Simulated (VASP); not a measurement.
# SnO2 (Imma) in VASP: a series of runs, part 2 of 2

VASP 6.6.1. The steps go on from the part before.

## 3. Optical spectrum, PBEsol

File INCAR:

```
SYSTEM = SnO2
PREC = Accurate
ENCUT = 520
EDIFF = 1E-6
ISMEAR = 0
SIGMA = 0.02
LREAL = .False.
LASPH = .True.
NELM = 80
ALGO = Normal
ISIF = 2
LWAVE = .False.
LCHARG = .False.
GGA = PS
LOPTICS = .True.
NBANDS = 100
NEDOS = 2000
CSHIFT = 0.1
```

File KPOINTS:

```
Automatic mesh
0
Gamma
  5 5 5
  0 0 0
```

File POSCAR:

```
SnO2
1.0
   -3.2488970000      3.4144700000      3.4140210000
    3.2488970000     -3.4144700000      3.4140210000
    3.2488970000      3.4144700000     -3.4140210000
Sn O
4 8
Direct
    0.5000000000      0.0000000000      0.0000000000
    0.5000000000      0.5000000000      0.5000000000
    0.0035990000      0.7535990000      0.2500000000
    0.9964010000      0.2464010000      0.7500000000
    0.8064960000      0.8037740000      0.4972780000
    0.8064960000      0.3092180000      0.0027220000
    0.3024350000      0.2459400000      0.0564950000
    0.6894450000      0.2459400000      0.4435050000
    0.3105550000      0.7540600000      0.5564950000
    0.1935040000      0.6907820000      0.9972780000
    0.6975650000      0.7540600000      0.9435050000
    0.1935040000      0.1962260000      0.5027220000
```

Potentials or basis: VASP PAW PBE potentials, release 64 (Sn_d, O).

The run is started by

```console
> cat potpaw_PBE.64/Sn_d/POTCAR potpaw_PBE.64/O/POTCAR > POTCAR
> mpirun -np 1 vasp_std > vasp.out
```

OUTCAR:

```text
SYSTEM = SnO2
   PREC = Accurate
   ENCUT = 520
   EDIFF = 1E-6
   ISMEAR = 0
   LREAL = .False.
   LASPH = .True.
   NELM = 80
   ISIF = 2
   GGA = PS

 ion  position               nearest neighbor table
   1  0.500  0.000  0.000-   6 2.09  10 2.09   7 2.09  11 2.09   8 2.09   9 2.09   2 3.25   2 3.25

   2  0.500  0.500  0.500-   5 2.09  12 2.09   9 2.09   8 2.09  11 2.09   7 2.09   1 3.25   1 3.25

   3  0.004  0.754  0.250-  10 2.09  12 2.09   9 2.09  11 2.09   5 2.10   6 2.10   4 3.25   4 3.25

   4  0.996  0.246  0.750-   6 2.09   5 2.09   8 2.09   7 2.09  12 2.10  10 2.10   3 3.25   3 3.25

   5  0.806  0.804  0.497-   4 2.09   2 2.09   3 2.10
   6  0.806  0.309  0.003-   4 2.09   1 2.09   3 2.10
   7  0.302  0.246  0.056-   4 2.09   1 2.09   2 2.09
   8  0.689  0.246  0.444-   4 2.09   2 2.09   1 2.09
   9  0.311  0.754  0.556-   3 2.09   2 2.09   1 2.09
  10  0.194  0.691  0.997-   3 2.09   1 2.09   4 2.10
  11  0.698  0.754  0.944-   3 2.09   1 2.09   2 2.09
  12  0.194  0.196  0.503-   3 2.09   2 2.09   4 2.10

  LATTYP: Found a body centered orthorhombic cell.
 ALAT       =     6.4977940000
 B/A-ratio  =     1.0508246337
 C/A-ratio  =     1.0509628345
[... 1853 lines left out ...]
      3.24890      0.38580      1.73473        -0.000000      0.076367     -0.032534
      4.85566      1.70723     -0.38576         0.037802     -0.000000     -0.075470
      3.24890      3.02867      1.73473        -0.000000     -0.076367     -0.032534
      1.64214      1.70723     -0.38576        -0.037802      0.000000     -0.075470
 -----------------------------------------------------------------------------------
    total drift:                                0.000000      0.000000     -0.000000

  FREE ENERGIE OF THE ION-ELECTRON SYSTEM (eV)
  ---------------------------------------------------
  free  energy   TOTEN  =       -79.2502890349 eV

  energy  without entropy=      -79.2502890349  energy(sigma->0) =      -79.25028903

 electrical conductivity sigma (Mega S m-1) (frequency dependency in vasprun.xml)
  --------------------------------------------------------------------------------------
       0.000       0.000       0.000
       0.000       0.000      -0.000
       0.000      -0.000       0.000

  frequency dependent IMAGINARY DIELECTRIC FUNCTION (independent particle, no local field effects) density-density
     E(ev)      X         Y         Z        XY        YZ        ZX
  --------------------------------------------------------------------------------------------------------------
     0.00000     0.00000     0.00000     0.00000     0.00000     0.00000     0.00000
     0.55610     0.01580     0.06554     0.06558     0.00000    -0.00000     0.00000
     1.11220     0.03782     0.90051     0.88785     0.00000    -0.00000     0.00000
     1.66830     0.08641     0.35415     0.35191     0.00000    -0.00000     0.00000
     2.22440     0.40452     2.10749     2.10690     0.00000    -0.00000     0.00000
     2.78051     1.56630     0.75649     0.75362     0.00000    -0.00000     0.00000
[... 92 lines left out ...]
    54.49791     0.00080     0.00084     0.00084     0.00000     0.00000     0.00000
    55.05401     0.00076     0.00080     0.00080     0.00000    -0.00000     0.00000

  frequency dependent      REAL DIELECTRIC FUNCTION (independent particle, no local field effects) density-density
     E(ev)        X           Y           Z          XY          YZ          ZX
  --------------------------------------------------------------------------------------------------------------
     0.00000     5.08427     5.03428     5.03574     0.00000     0.00000     0.00000
     0.55610     5.12692     5.18577     5.18736     0.00000     0.00000     0.00000
     1.11220     5.27015     6.23484     6.24101     0.00000     0.00000     0.00000
     1.66830     5.58836     4.62878     4.63016     0.00000     0.00000     0.00000
     2.22440     6.52810     6.18985     6.19598     0.00000    -0.00000     0.00000
     2.78051     4.32623     4.03796     4.04118     0.00000     0.00000     0.00000
[... 92 lines left out ...]
    54.49791     0.83374     0.83101     0.83097     0.00000    -0.00000     0.00000
    55.05401     0.83805     0.83555     0.83551     0.00000    -0.00000     0.00000

  frequency dependent IMAGINARY DIELECTRIC FUNCTION (independent particle, no local field effects) current-current
     E(ev)      X         Y         Z        XY        YZ        ZX
  --------------------------------------------------------------------------------------------------------------
     0.00000    29.37093    28.99639    29.00639     0.00000     0.00000     0.00000
     0.55610     1.49959     1.56920     1.56976     0.00000     0.00000     0.00000
     1.11220     0.80544     1.83878     1.82711     0.00000     0.00000     0.00000
     1.66830     0.63623     0.78797     0.78590     0.00000     0.00000     0.00000
     2.22440     0.90127     2.57307     2.57305     0.00000     0.00000     0.00000
     2.78051     1.80256     0.97389     0.97126     0.00000     0.00000     0.00000
[... 92 lines left out ...]
    54.49791     0.00019     0.00022     0.00022     0.00000    -0.00000     0.00000
    55.05401     0.00017     0.00020     0.00020     0.00000    -0.00000     0.00000

  frequency dependent      REAL DIELECTRIC FUNCTION (independent particle, no local field effects) current-current
     E(ev)        X           Y           Z          XY          YZ          ZX
  --------------------------------------------------------------------------------------------------------------
     0.00000     5.07781     5.01369     5.01507     0.00000     0.00000     0.00000
     0.55610     5.12003     5.15805     5.15954     0.00000     0.00000     0.00000
     1.11220     5.26205     6.06502     6.07331     0.00000     0.00000     0.00000
     1.66830     5.57649     4.58859     4.59033     0.00000     0.00000     0.00000
     2.22440     6.48968     5.99659     6.00283     0.00000     0.00000     0.00000
     2.78051     4.21421     3.98573     3.98917     0.00000     0.00000     0.00000
[... 92 lines left out ...]
    54.49791     0.83375     0.83102     0.83098     0.00000     0.00000     0.00000
    55.05401     0.83807     0.83556     0.83552     0.00000     0.00000     0.00000
```

Wall time 8.1 min (1 thread of Intel Xeon 6975P-C (Granite Rapids), shared host); peak memory 0.86 GiB.

What came out:

- Free energy: -79.2503 eV
- Pressure: -6.0 GPa
- Largest force: 0.084 eV/Å
- Band gap on the k mesh: 0.53 eV

Forces in eV/Å, atoms in the order of the input:
```
Sn   0.000  0.000  0.000
Sn   0.000  0.000  0.000
Sn   0.000  0.000 -0.059
Sn   0.000  0.000  0.059
O    0.038  0.000  0.075
O   -0.038  0.000  0.075
O    0.000  0.076  0.033
O    0.000 -0.076  0.033
O    0.000  0.076 -0.033
O    0.038  0.000 -0.075
O    0.000 -0.076 -0.033
O   -0.038  0.000 -0.075
```

Stress tensor (GPa, compression positive):
```
-6.99  0.00  0.00
 0.00 -5.54  0.00
 0.00  0.00 -5.52
```

Dielectric function (mean over the directions given):
| energy (eV) | real part | imaginary part |
| --- | --- | --- |
| 0.25 | 5.07 | 0.02 |
| 0.75 | 5.29 | 0.09 |
| 1.25 | 5.44 | 1.88 |
| 1.75 | 5.10 | 0.29 |
| 2.25 | 6.19 | 1.78 |
| 2.75 | 4.05 | 1.10 |
| 3.25 | 5.41 | 1.04 |
| 3.75 | 5.17 | 2.21 |
| 4.25 | 4.54 | 2.39 |
| 4.75 | 4.60 | 1.99 |
| 5.26 | 5.44 | 2.96 |
| 5.76 | 5.12 | 3.09 |
| 6.26 | 4.21 | 4.11 |
| 6.76 | 3.24 | 3.30 |
| 7.26 | 3.22 | 3.41 |
| 7.76 | 3.88 | 3.62 |
| 8.26 | 3.32 | 4.84 |
| 8.76 | 1.72 | 3.76 |
| 9.26 | 0.81 | 5.17 |
| 9.76 | 0.50 | 3.12 |
| 10.34 | 0.48 | 2.91 |
| 10.84 | 0.62 | 2.53 |
| 11.34 | 0.76 | 2.00 |
| 11.85 | 1.33 | 2.15 |
| 12.35 | 1.61 | 2.32 |
| 12.85 | 1.14 | 3.00 |
| 13.35 | 1.03 | 3.49 |
| 13.85 | -0.05 | 3.25 |
| 14.35 | -0.46 | 2.47 |
| 14.85 | -0.04 | 2.44 |
| 15.35 | -0.43 | 2.04 |
| 15.85 | -0.17 | 1.97 |
| 16.35 | -0.45 | 2.00 |
| 16.85 | -0.38 | 1.34 |
| 17.35 | -0.28 | 1.34 |
| 17.85 | -0.39 | 1.14 |
| 18.35 | -0.38 | 0.97 |
| 18.85 | -0.07 | 0.85 |
| 19.35 | -0.15 | 0.75 |
| 19.94 | 0.01 | 0.79 |

Caveat: spectra need much finer meshes, so this one isn't converged; independent-particle spectra lack excitons; the PAW data sets were made with another functional, which shifts forces and pressure a little; spin-orbit coupling is left out, which moves the levels of the heavy elements. A hybrid or GW would open this gap; PBEsol tends to underestimate it.
